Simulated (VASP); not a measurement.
# La (P6_3/mmc) in VASP: notebook

The runs below take La through single point, with LDA.

Everything below comes from runs of VASP 6.6.1. Logs are shortened: lines on timing, memory, paths and dates and some standing lists are left out, and cuts for length are marked.

## Step 1: The structure

It takes space group P6_3/mmc (No. 194, hexagonal). Conventional cell: a = 3.750 Å, b = 3.750 Å, c = 6.070 Å, α = 90.00°, β = 90.00°, γ = 120.00°. Around La (site symmetry -6m2) lie 12 La at 3.73 to 3.75 Å.

This isn't the form of La at room conditions, which is double hcp.

## Step 2: Single point, LDA

INCAR reads:

```
SYSTEM = La
PREC = Accurate ; ENCUT = 400
EDIFF = 1E-6 ; ISMEAR = -1
SIGMA = 0.1 ; LREAL = .FALSE.
LASPH = .TRUE. ; NELM = 100
ALGO = Normal ; ISIF = 2
LWAVE = .FALSE. ; LCHARG = .FALSE.
GGA = CA ; ADDGRID = .FALSE.
```

KPOINTS reads:

```
Automatic mesh
0
G
  13 13 7
  0 0 0
```

POSCAR reads:

```
La
1.0
    3.7500000000      0.0000000000      0.0000000000
   -1.8750000000      3.2475952642      0.0000000000
    0.0000000000      0.0000000000      6.0700000000
La
2
Direct
    0.6527560000      0.3219160000      0.7382770000
    0.3157440000      0.6620370000      0.2676620000
```

Potentials or basis: VASP PAW LDA potentials, release 64 (La).

The run is started by

```bash
> cat potpaw_LDA.64/La/POTCAR > POTCAR
> mpirun -np 1 vasp_std > vasp.out
```

OUTCAR:

```text
SYSTEM = La
   PREC = Accurate
   ENCUT = 400
   EDIFF = 1E-6
   ISMEAR = -1
   LREAL = .FALSE.
   LASPH = .TRUE.
   NELM = 100
   ISIF = 2
   GGA = CA

 Found    592 irreducible k-points:

 Following reciprocal coordinates:
            Coordinates               Weight
  0.000000  0.000000  0.000000      1.000000
  0.076923 -0.000000  0.000000      2.000000
  0.000000  0.076923  0.000000      2.000000
 -0.076923  0.076923  0.000000      2.000000
  0.153846 -0.000000  0.000000      2.000000
  0.000000  0.153846  0.000000      2.000000
   k-points           NKPTS =    592   k-points in BZ     NKDIM =    592   number of bands    NBANDS=     15
   number of dos      NEDOS =    301   number of ions     NIONS =      2
   total plane-waves  NPLWV =  23040
   dimension x,y,z NGX =    24 NGY =   24 NGZ =   40
   dimension x,y,z NGXF=    48 NGYF=   48 NGZF=   80
   ions per type =               2
   NGX,Y,Z   is equivalent  to a cutoff of  10.64, 10.64, 10.96 a.u.
   NGXF,Y,Z  is equivalent  to a cutoff of  21.28, 21.28, 21.91 a.u.
 SYSTEM =  La
   PREC   = accura    normal or accurate (medium, high low for compatibility)
   ISTART =      0    job   : 0-new  1-cont  2-samecut
   ICHARG =      2    charge: 1-file 2-atom 10-const
   ISPIN  =      1    spin polarized calculation?
   LNONCOLLINEAR =      F non collinear calculations
   LSORBIT =      F    spin-orbit coupling
   LASPH  =      T    aspherical Exc in radial PAW
   ENCUT  =  400.0 eV  29.40 Ry    5.42 a.u.   6.12  6.12  9.90*2*pi/ulx,y,z
   NELM   =    100;   NELMIN=  2; NELMDL= -5     # of ELM steps
   EDIFF  = 0.1E-05   stopping-criterion for ELM
   LREAL  =      F    real-space projection
   EDIFFG = 0.1E-04   stopping-criterion for IOM
   NSW    =      0    number of steps for IOM
   IBRION =     -1    ionic relax: 0-MD 1-quasi-New 2-CG
   NFREE  =      0    steps in history (QN), initial steepest desc. (CG)
   ISIF   =      2    stress and relaxation
   ISYM   =      2    0-nonsym 1-usesym 2-fastsym
   POTIM  = 0.5000    time-step for ionic-motion
   TEBEG  =    0.0;   TEEND  =   0.0 temperature during run
   PSTRESS=    0.0 pullay stress
   NELECT =      22.0000    total number of electrons
   NUPDOWN=      -1.0000    fix difference up-down
   EMIN   =  10.00;   EMAX   =-10.00  energy-range for DOS
   EFERMI =   0.00;   METHOD = LEGACY
   ISMEAR =    -1;   SIGMA  =   0.10  broadening in eV -4-tet -1-fermi 0-gaus
   EFERMI_NEDOS =   21; number of points for ismear=-14 and -15
   IALGO  =     38    algorithm
   IMIX   =      4    mixing-type and parameters
     AMIX     =   0.40;   BMIX     =  1.00
     AMIX_MAG =   1.60;   BMIX_MAG =  1.00
  volume/ion in A,a.u.               =      36.96       249.43
  Fermi-wavevector in a.u.,A,eV,Ry     =   1.093004  2.065478 16.254307  1.194658
  Thomas-Fermi vector in A             =   2.229281
   LORBIT       =      0    0 simple, 1 ext, 2 COOP (PROOUT), +10 PAW based schemes
   GGA     = CA    functional components
   LHFCALC =     F    Hartree Fock is set to
   AEXX    =    0.0000 exact exchange contribution
   IVDW    =     0    specifies the selected vdW correction
   LEPSILON=     F    determine dielectric tensor
   LRPA    =     F    only Hartree local field effects (RPA)
 non-spin polarized calculation
  energy-cutoff  :      400.00
  volume of cell :       73.92
 maximum number of plane-waves:      1358
   NGX = 13   NGY = 13   NGZ = 19

 number of electron      21.9999999 magnetization

 Free energy of the ion-electron system (eV)
  ---------------------------------------------------
  ext. energy  EPLUGINS =         0.00000000
  ---------------------------------------------------
  free energy    TOTEN  =       -11.04053159 eV

  energy without entropy =      -10.91841403  energy(sigma->0) =      -10.97947281

 E-fermi :   7.6846     XC(G=0):  -9.7749

 val. band max:        7.6829619280   @ k =   0.0769  -0.4615   0.4286
 cond. band min:       7.6851637859   @ k =   0.4615   0.0769   0.2857
 fundamental gap:      0.0022018579
 Fermi energy:         7.6845968614

 k-point     1 :       0.0000    0.0000    0.0000
  band No.  band energies     occupation
      1     -25.0448      2.00000
      2     -24.8156      2.00000
      3      -9.4642      2.00000
      4      -8.2294      2.00000
      5      -8.2139      2.00000
      6      -8.0177      2.00000
      7      -8.0065      2.00000
      8      -7.9713      2.00000
      9       4.5172      2.00000
     10       5.9074      2.00000
     11       8.6692      0.00011
     12       8.9292      0.00001
     13       8.9402      0.00001
     14       9.0589      0.00000
     15       9.1646      0.00000

 k-point     2 :       0.0769   -0.0000    0.0000
  band No.  band energies     occupation
      1     -25.0346      2.00000
      2     -24.8111      2.00000
      3      -9.4390      2.00000
      4      -8.2967      2.00000
      5      -8.2397      2.00000
      6      -8.0796      2.00000
      7      -8.0215      2.00000
      8      -7.9779      2.00000
      9       4.6775      2.00000
     10       6.0559      2.00000
     11       8.3499      0.00258
     12       8.8725      0.00001
     13       8.9864      0.00000
     14       9.0645      0.00000
     15       9.1234      0.00000
[... 41 lines left out ...]
      3      -9.3666      2.00000
      4      -8.4847      2.00000
      5      -8.2978      2.00000
      6      -8.2623      2.00000
      7      -8.0456      2.00000
      8      -8.0056      2.00000
      9       5.1142      2.00000
     10       6.4218      1.99999
     11       7.9363      0.14938
     12       8.5317      0.00042
     13       8.7348      0.00005
     14       8.9959      0.00000
     15       9.1126      0.00000

 k-point     6 :       0.0000    0.1538    0.0000
  band No.  band energies     occupation
      1     -25.0057      2.00000
      2     -24.7993      2.00000
      3      -9.3662      2.00000
      4      -8.4862      2.00000
      5      -8.2962      2.00000
      6      -8.2614      2.00000
      7      -8.0467      2.00000
      8      -8.0061      2.00000
      9       5.1144      2.00000
     10       6.4245      1.99999
     11       7.9332      0.15375
     12       8.5362      0.00040
     13       8.7385      0.00005
     14       8.9941      0.00000
     15       9.0923      0.00000

 [... further k-points ...]

------------------------ aborting loop because EDIFF is reached ----------------------------------------

  FORCE on cell =-STRESS in cart. coord.  units (eV):
  Direction    XX          YY          ZZ          XY          YZ          ZX
  --------------------------------------------------------------------------------------
  -------------------------------------------------------------------------------------
  Total       -1.3416872     -1.3239929     -1.2079972      0.0106687      0.0081070     -0.0097701
  in kB      -29.0790356    -28.6955381    -26.1815084      0.2312289      0.1757066     -0.2117527
  external PRESSURE =     -27.9853607 kB  Pullay stress =       0.0000000 kB

 VOLUME and BASIS-vectors are now :
 -----------------------------------------------------------------------------
  energy-cutoff  :      400.00
  volume of cell :       73.92
      direct lattice vectors                 reciprocal lattice vectors
     3.750000000  0.000000000  0.000000000     0.266666667  0.153960072  0.000000000
    -1.875000000  3.247595264  0.000000000     0.000000000  0.307920144  0.000000000
     0.000000000  0.000000000  6.070000000     0.000000000  0.000000000  0.164744646

 POSITION                                       TOTAL-FORCE (eV/Angst)
 -----------------------------------------------------------------------------------
      1.84424      1.04545      4.48134        -0.008817      0.007091      0.232431
     -0.05728      2.15003      1.62471         0.008817     -0.007091     -0.232431
 -----------------------------------------------------------------------------------
    total drift:                               -0.000016     -0.000000     -0.000014

  FREE ENERGIE OF THE ION-ELECTRON SYSTEM (eV)
  ---------------------------------------------------
  free  energy   TOTEN  =       -11.0405315881 eV

  energy  without entropy=      -10.9184140268  energy(sigma->0) =      -10.97947281
```

OSZICAR:

```text
N       E                     dE             d eps       ncg     rms          rms(c)
DAV:   1     0.232175570301E+03    0.23218E+03   -0.70953E+03 17800   0.166E+03
DAV:   2     0.226687676728E+02   -0.20951E+03   -0.20785E+03 27026   0.340E+02
DAV:   3    -0.712066359050E+01   -0.29789E+02   -0.29241E+02 30551   0.146E+02
DAV:   4    -0.108281268115E+02   -0.37075E+01   -0.36499E+01 35488   0.475E+01
DAV:   5    -0.111658276987E+02   -0.33770E+00   -0.33541E+00 29296   0.131E+01    0.346E+00
DAV:   6    -0.110629300339E+02    0.10290E+00   -0.19210E+00 35488   0.783E+00    0.173E+00
DAV:   7    -0.110486466885E+02    0.14283E-01   -0.17432E-01 30947   0.324E+00    0.106E+00
DAV:   8    -0.110407812200E+02    0.78655E-02   -0.13848E-02 34408   0.115E+00    0.163E-01
DAV:   9    -0.110405257496E+02    0.25547E-03   -0.16034E-03 34120   0.308E-01    0.495E-02
DAV:  10    -0.110405298807E+02   -0.41310E-05   -0.24765E-04 34840   0.128E-01    0.169E-02
DAV:  11    -0.110405324268E+02   -0.25461E-05   -0.21873E-05 29920   0.464E-02    0.690E-03
DAV:  12    -0.110405315881E+02    0.83871E-06   -0.26718E-06 21450   0.180E-02
   1 F= -.11040532E+02 E0= -.10979473E+02  d E =-.122118E+00
```

Wall time 3.7 min (1 thread of AMD EPYC 9R45 (Zen 5), shared host); peak memory 0.51 GiB.

These settings aren't checked as converged: the numbers below hold their error.

Results:

```
Free energy            : -11.0405 eV
Pressure               : -2.8 GPa
Largest force          : 0.233 eV/Å
Band gap on the k mesh : none (metal or under the smearing width)
```

## Step 3: Single point, LDA

Changes to INCAR since step 2:

```diff
@@ -3,3 +3,3 @@
 EDIFF = 1E-6 ; ISMEAR = -1
-SIGMA = 0.1 ; LREAL = .FALSE.
+SIGMA = 0.4 ; LREAL = .FALSE.
 LASPH = .TRUE. ; NELM = 100
```

KPOINTS is that of step 2.

POSCAR reads:

```
La
1.0
    3.7500000000      0.0000000000      0.0000000000
   -1.8750000000      3.2475952642      0.0000000000
    0.0000000000      0.0000000000      6.0700000000
La
2
Direct
    0.6666666667      0.3333333333      0.7500000000
    0.3333333333      0.6666666667      0.2500000000
```

Potentials or basis: VASP PAW LDA potentials, release 64 (La).

The run is started by

```bash
> cat potpaw_LDA.64/La/POTCAR > POTCAR
> mpirun -np 1 vasp_std > vasp.out
```

Run time: 86 s. Hardware: 1 thread of AMD EPYC 9R45 (Zen 5), shared host; peak memory 0.17 GiB.

These settings aren't checked as converged: the numbers below hold their error.

What came out:

- Free energy: -11.9344 eV
- Pressure: -1.6 GPa
- Band gap on the k mesh: none (metal or under the smearing width)

(Continued in part 2 of 2.)
